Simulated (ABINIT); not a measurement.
# Ta (Im-3m) in ABINIT: single point with PBE

Aim: the single point of Ta with PBE.

Everything below comes from runs of ABINIT 10.8.3 (patched build). Logs are shortened: lines on timing, memory, paths and dates and some standing lists are left out, and cuts for length are marked. The log counts tension as positive stress, the text compression.

## (1) Starting point

Symmetry: Im-3m, No. 229, cubic system. The conventional cell has a = 3.303 Å, b = 3.303 Å, c = 3.303 Å, α = 90.00°, β = 90.00°, γ = 90.00°. Ta (site symmetry m-3m) has 8 Ta at 2.86 Å as nearest neighbours.

## (2) Single point, PBE

File run.abi:

```
# Pseudopotentials
pp_dirpath "./"
pseudos "Ta.upf"

# Structure
acell 3*1.0 Angstrom
rprim
    -1.6512800000     1.6512800000     1.6512800000
     1.6512800000    -1.6512800000     1.6512800000
     1.6512800000     1.6512800000    -1.6512800000
ntypat 1
znucl 73
natom 1
typat 1
xred
     0.0000000000     0.0000000000     0.0000000000

# Plane-wave basis
ecut 707.496042 eV

# k points
kptopt 1
ngkpt 8 8 8
nshiftk 1
shiftk 0.0 0.0 0.0

# Exchange and correlation
ixc 11

# Bands and occupations
nband 11
occopt 3
tsmear 0.00183747

# SCF cycle
nstep 100
tolvrs 1.0e-10

# Output
iomode 3
prtwf 0
prtden 0
prteig 0
prtebands 0
enunit 1
```

Potentials or basis: PseudoDojo NC SR PBE v0.4.1 standard.

Run with:

```bash
$ mpirun --bind-to none -np 4 abinit run.abi > log 2>&1
```

run.abo:

```text
.Version 10.8.3 of ABINIT
 Symmetries : space group Im -3 m (#229); Bravais cI (body-center cubic)
================================================================================
 Values of the parameters that define the memory need of the present run
     intxc =       0    ionmov =       0      iscf =       7    lmnmax =       8
     lnmax =       8     mgfft =      27  mpssoang =       4    mqgrid =    3001
     natom =       1  nloc_mem =       1    nspden =       1   nspinor =       1
    nsppol =       1      nsym =      48    n1xccc =    2501    ntypat =       1
    occopt =       3   xclevel =       2
       mpw =         784          nfft =       19683          nkpt =          29
================================================================================
================================================================================

--------------------------------------------------------------------------------
------------- Echo of variables that govern the present computation ------------
--------------------------------------------------------------------------------
 -outvars: echo values of preprocessed input variables --------
            acell      1.8897261259E+00  1.8897261259E+00  1.8897261259E+00 Bohr
              amu      1.80947900E+02
             ecut      2.60000000E+01 Hartree
           enunit           1
              ixc          11
         kptrlatt        8    0    0      0    8    0      0    0    8
          kptrlen      4.32384585E+01
            natom           1
            nband          11
            ngfft          27      27      27
             nkpt          29
            nstep         100
             nsym          48
           ntypat           1
           occopt           3
           prtden           0
        prtebands           0
           prteig           0
            prtwf           0
            rprim     -1.6512800000E+00  1.6512800000E+00  1.6512800000E+00
                       1.6512800000E+00 -1.6512800000E+00  1.6512800000E+00
                       1.6512800000E+00  1.6512800000E+00 -1.6512800000E+00
          spgroup         229
           tolvrs      1.00000000E-10
           tsmear      1.83747000E-03 Hartree
            typat      1
            znucl       73.00000

================================================================================

 chkinp: Checking input parameters for consistency.

================================================================================
== DATASET  1 ==================================================================

--- !DatasetInfo
iteration_state: {dtset: 1, }
dimensions: {natom: 1, nkpt: 29, mband: 11, nsppol: 1, nspinor: 1, nspden: 1, mpw: 784, }
cutoff_energies: {ecut:  26.0, pawecutdg:  -1.0, }
electrons: {nelect:   1.30000000E+01, charge:   0.00000000E+00, occopt:   3.00000000E+00, tsmear:   1.83747000E-03, }
meta: {optdriver: 0, ionmov: 0, optcell: 0, iscf: 7, paral_kgb: 0, }
...

[... 56 lines left out ...]
etotal    :  -6.51044587E+01
entropy   :   0.00000000E+00
fermie    :   5.00655026E-01
cartesian_stress_tensor: # hartree/bohr^3
- [ -2.50407985E-05,   0.00000000E+00,   0.00000000E+00, ]
- [  0.00000000E+00,  -2.50407985E-05,   0.00000000E+00, ]
- [  0.00000000E+00,   0.00000000E+00,  -2.50407985E-05, ]
pressure_GPa:   7.3673E-01
xred      :
- [  0.0000E+00,   0.0000E+00,   0.0000E+00, Ta]
cartesian_forces: # hartree/bohr
- [ -0.00000000E+00,  -0.00000000E+00,  -0.00000000E+00, ]
force_length_stats: {min:   0.00000000E+00, max:   0.00000000E+00, mean:   0.00000000E+00, }
...

 Integrated electronic density in atomic spheres:
 ------------------------------------------------
 Atom  Sphere_radius  Integrated_density
    1        2.00000          9.31186214
================================================================================

 ----iterations are completed or convergence reached----

 Mean square residual over all n,k,spin=   64.537E-08; max=  78.170E-06
 reduced coordinates (array xred) for    1 atoms
       0.000000000000      0.000000000000      0.000000000000
 rms dE/dt=  0.0000E+00; max dE/dt=  0.0000E+00; dE/dt below (all hartree)
    1       0.000000000000      0.000000000000      0.000000000000

 cartesian coordinates (angstrom) at end:
    1      0.00000000000000     0.00000000000000     0.00000000000000

 cartesian forces (hartree/bohr) at end:
    1     -0.00000000000000    -0.00000000000000    -0.00000000000000
 frms,max,avg= 0.0000000E+00 0.0000000E+00   0.000E+00  0.000E+00  0.000E+00 h/b

 cartesian forces (eV/Angstrom) at end:
    1     -0.00000000000000    -0.00000000000000    -0.00000000000000
 frms,max,avg= 0.0000000E+00 0.0000000E+00   0.000E+00  0.000E+00  0.000E+00 e/A
 length scales=  1.889726125908  1.889726125908  1.889726125908 bohr
              =  1.000000000000  1.000000000000  1.000000000000 angstroms
 Fermi (or HOMO) energy (eV) =  13.62352   Average Vxc (eV)= -13.09318
 Eigenvalues (   eV  ) for nkpt=  29  k points:
 kpt#   1, nband= 11, wtk=  0.00195, kpt=  0.0000  0.0000  0.0000 (reduced coord)
 -53.51179  -19.42590  -19.42590  -19.42590    5.68963   14.35289   14.35289   14.35289
  17.62692   17.62692   28.19568
 prteigrs : prtvol=0 or 1, do not print more k-points.

--- !EnergyTerms
iteration_state     : {dtset: 1, }
comment             : Components of total free energy in Hartree
kinetic             :  1.71679341155632E+01
hartree             :  7.33633323523359E+00
xc                  : -1.48104262257464E+01
Ewald energy        : -4.92739116777256E+01
psp_core            :  2.31956738077243E+00
local_psp           : -3.24884012375380E+01
non_local_psp       :  4.64471903878882E+00
internal            : -6.51041853706520E+01
'-kT*entropy'       : -2.73324003394093E-04
total_energy        : -6.51044586946554E+01
total_energy_eV     : -1.77158257187578E+03
band_energy         : -6.20778457161811E+00
...

 Cartesian components of stress tensor (hartree/bohr^3)
  sigma(1 1)= -2.50407985E-05  sigma(3 2)=  0.00000000E+00
  sigma(2 2)= -2.50407985E-05  sigma(3 1)=  0.00000000E+00
  sigma(3 3)= -2.50407985E-05  sigma(2 1)=  0.00000000E+00

-Cartesian components of stress tensor (GPa)         [Pressure=  7.3673E-01 GPa]
- sigma(1 1)= -7.36725727E-01  sigma(3 2)=  0.00000000E+00
- sigma(2 2)= -7.36725727E-01  sigma(3 1)=  0.00000000E+00
- sigma(3 3)= -7.36725727E-01  sigma(2 1)=  0.00000000E+00

== END DATASET(S) ==============================================================
================================================================================

 -outvars: echo values of variables after computation  --------
            acell      1.8897261259E+00  1.8897261259E+00  1.8897261259E+00 Bohr
           etotal     -6.5104458695E+01
            fcart     -0.0000000000E+00 -0.0000000000E+00 -0.0000000000E+00
            rprim     -1.6512800000E+00  1.6512800000E+00  1.6512800000E+00
                       1.6512800000E+00 -1.6512800000E+00  1.6512800000E+00
                       1.6512800000E+00  1.6512800000E+00 -1.6512800000E+00
           strten     -2.5040798503E-05 -2.5040798503E-05 -2.5040798503E-05
                       0.0000000000E+00  0.0000000000E+00  0.0000000000E+00
 Calculation completed.
```

It took 7.7 s on 4 MPI ranks of Intel Xeon at 2.50GHz (Skylake/Cascade Lake), shared host; peak memory 0.24 GiB.

What came out:

```yaml
Free_energy: -1771.5826 eV
Pressure: 0.7 GPa
Band_gap_on_the_k_mesh: none (metal or under the smearing width)
Valence_electrons_inside_the_program's_atomic_spheres: Ta 9.31 (radii [1.0584] Å)
```
